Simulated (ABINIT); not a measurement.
Sb:

```
Sb
1.0
    -1.87134    1.87134    1.87134
     1.87134   -1.87134    1.87134
     1.87134    1.87134   -1.87134
Sb
1
Direct
  0.00000 0.00000 0.00000
```

This isn't the form of Sb at room conditions, which is rhombohedral.

| Property | Result |
| --- | --- |
| Program | ABINIT 10.8.3 (patched build) |
| Task | single point |
| Functional | PBEsol |
| Potentials or basis | PseudoDojo NC SR PBEsol v0.4.1 standard |
| Cutoff | 1088 eV |
| k mesh | 10 × 10 × 10 |
| Occupations | fermi-dirac, width 0.05 eV |
| Spin | no spin polarisation |

On this cell: pressure 0.0 GPa; band gap on the k mesh none (metal or under the smearing width).

The same run follows on a disturbed copy (cell strained at random at fixed volume):

```
Sb
1.0
    -1.91168    1.89860    1.91097
     1.86645   -1.92422    1.89137
     1.82583    1.83838   -1.93660
Sb
1
Direct
  0.00668 0.00212 0.01774
```

Question: What changes?

Answer: The energy (extrapolated to zero smearing) moves by +2.5 meV/atom; pressure -0.2 GPa; band gap on the k mesh none (metal or under the smearing width).

Stress tensor (GPa, compression positive):
```
-0.43  1.02  0.67
 1.02 -0.16  0.86
 0.67  0.86  0.03
```
